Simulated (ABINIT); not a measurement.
Runs of ABINIT 10.8.3 (patched build) on ZnS. The structure is cubic, space group F-43m (No. 216). Conventional cell: a = 5.404 Å, b = 5.404 Å, c = 5.404 Å, α = 90.00°, β = 90.00°, γ = 90.00°. Zn (site symmetry -43m) has 4 S at 2.34 Å as nearest neighbours. S (site symmetry -43m) has 4 Zn at 2.34 Å as nearest neighbours. 

```tsv
task	level	potentials or basis	k mesh	cutoff (eV)	smearing	fine-grid cutoff	stop of the response cycle (tolvrs)	acoustic sum rule (asr)	mesh quality	gap on the mesh (eV)	pressure (GPa)
band structure	OLYP	JTH PAW PBE v2.0	9 × 9 × 9	544	fermi-dirac 0.05 eV	1088.46 eV	-	-	not flagged	(d)	-
single point	PBE	JTH PAW PBE v2.0	4 × 4 × 4	544	fermi-dirac 0.05 eV	1088.46 eV	-	-	coarse	2.09	-
band structure	AM05	JTH PAW PBE v2.0	9 × 9 × 9	544	fermi-dirac 0.05 eV	1088.46 eV	-	-	not flagged	2.08	-
band structure	LDA-VWN	JTH PAW LDA v2.0	9 × 9 × 9	544	fermi-dirac 0.05 eV	1088.46 eV	-	-	not flagged	(c)	-
band structure	RPBE	JTH PAW PBE v2.0	9 × 9 × 9	544	fermi-dirac 0.05 eV	1088.46 eV	-	-	not flagged	(b)	-
dielectric tensor	PBE	PseudoDojo NC SR PBE v0.4.1 standard	4 × 4 × 4, with 4 shifts	1088	fixed	-	1e-10	1	not flagged	-	1.5
band structure	SOGGA	JTH PAW PBE v2.0	9 × 9 × 9	544	fermi-dirac 0.05 eV	1088.46 eV	-	-	not flagged	1.96	-
single point	PBE	JTH PAW PBE v2.0	9 × 9 × 9	599	fermi-dirac 0.05 eV	1197.3 eV	-	-	not flagged	2.10	(a)
single point	PBE	PseudoDojo NC SR PBE v0.4.1 standard	7 × 7 × 7	1088	fermi-dirac 0.05 eV	-	-	-	not flagged	2.11	1.5
single point	LDA	JTH PAW LDA v2.0	7 × 7 × 7	544	fermi-dirac 0.05 eV	1088.46 eV	-	-	not flagged	1.84	-
band structure	PW91	JTH PAW PBE v2.0	9 × 9 × 9	544	fermi-dirac 0.05 eV	1088.46 eV	-	-	not flagged	2.07	-
```

Alike in all rows: no spin polarisation; cell as given.

Q: Estimate the missing entries.

A: (a) 1.4; (b) 2.26; (c) 1.85; (d) 2.59.

Caveats: some runs use coarse meshes; an odd mesh through Γ misses points on the zone boundary, where band edges often lie (some runs); the PAW data sets were made with another functional, which shifts forces and pressure a little (some runs).

Not every run made on this cell is shown here.
